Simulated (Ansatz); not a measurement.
AlCu3:

```xyz
4
Lattice="0.0000 2.8880 2.8880 2.8880 0.0000 2.8880 2.8880 2.8880 0.0000" Properties=species:S:1:pos:R:3 pbc="T T T"
Cu    4.3320    4.3320    4.3320
Cu    1.4440    1.4440    1.4440
Cu    2.8880    2.8880    2.8880
Al    0.0000    0.0000    0.0000
```

The cell comes from a database or a generator and needn't be the stable form of this composition.

```yaml
Program: Ansatz 0.2.0
Task: single point
Functional: PBEsol
Potentials_or_basis: Ansatz PAW
Cutoff: "420 eV (not typed: the program's choice for these potentials)"
k_mesh: 8 × 8 × 8
Occupations: fermi-dirac, width 0.05 eV
Spin: no spin polarisation
```

On this cell: pressure -0.8 GPa; largest force zero by symmetry; band gap on the k mesh none (metal or under the smearing width).

The same run follows on a disturbed copy (atoms moved at random, drawn with an rms of 0.05 Å):

```
Cu Al
1.0
     0.00000    2.88801    2.88801
     2.88801    0.00000    2.88801
     2.88801    2.88801    0.00000
Cu Al
3 1
Direct
  0.75721 0.75143 0.74816
  0.25563 0.25694 0.25137
  0.48943 0.49828 0.51088
  0.99419 0.98404 0.00658
```

Question: What changes?

Answer: The energy (extrapolated to zero smearing) moves by +12.7 meV/atom; pressure -0.2 GPa; largest force 0.696 eV/Å; band gap on the k mesh none (metal or under the smearing width).

Forces in eV/Å, atoms in the order of the input:
```
Cu  -0.010 -0.133 -0.472
Cu  -0.163 -0.058 -0.523
Cu  -0.114  0.118  0.365
Al   0.287  0.073  0.630
```

Stress tensor (GPa, compression positive):
```
-0.07  0.02  0.17
 0.02 -0.09  0.17
 0.17  0.17 -0.51
```

Caveats: the PAW data sets come from PBE, with cores solved anew for the run's functional, which leaves a small shift of forces and pressure.
